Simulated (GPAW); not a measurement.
HfO2:

```xyz
6
Lattice="4.8135 0.0000 0.0000 0.0000 4.8135 0.0000 0.0000 0.0000 3.2054" Properties=species:S:1:pos:R:3 pbc="T T T"
Hf    2.4068    2.4068    1.6027
Hf    0.0000    0.0000    0.0000
O     3.8751    0.9384    1.6027
O     3.3452    3.3452    0.0000
O     1.4683    1.4683    0.0000
O     0.9384    3.8751    1.6027
```

Measurements of this composition are mostly on another form, of space group No. 14.

Program: GPAW 26.7.0. Alike in all runs: no spin polarisation; cell as given.

Problem. Order these runs on this cell by their band gap on the k mesh, lowest first.
A. level r2SCAN; potentials or basis GPAW PAW data sets (gpaw-data 1.2.1), pw; k mesh 5 × 5 × 7; cutoff (eV) 650; smearing fermi-dirac 0.05 eV; maxiter 120; convergence default; mesh quality not flagged
B. level BLYP; potentials or basis PAW data sets generated in the run's folder for this functional, pw; k mesh 6 × 6 × 8; cutoff (eV) 800; smearing fermi-dirac 0.05 eV; maxiter 150; eigensolver davidson; band path GXMGZRAZ,XR,MA; band points 60; mesh quality not flagged
C. level LDA; potentials or basis PAW data sets generated in the run's folder for this functional, pw; k mesh 3 × 3 × 4; cutoff (eV) 680; smearing fermi-dirac 0.01 eV; maxiter 150; mesh quality coarse

Solution. C (3.78 eV), B (4.03 eV), A (4.54 eV).

Caveats: some runs use coarse meshes; spin-orbit coupling is left out, which moves the levels of the heavy elements; an odd mesh through Γ misses points on the zone boundary, where band edges often lie (some runs).

Not every run made on this cell is shown here.
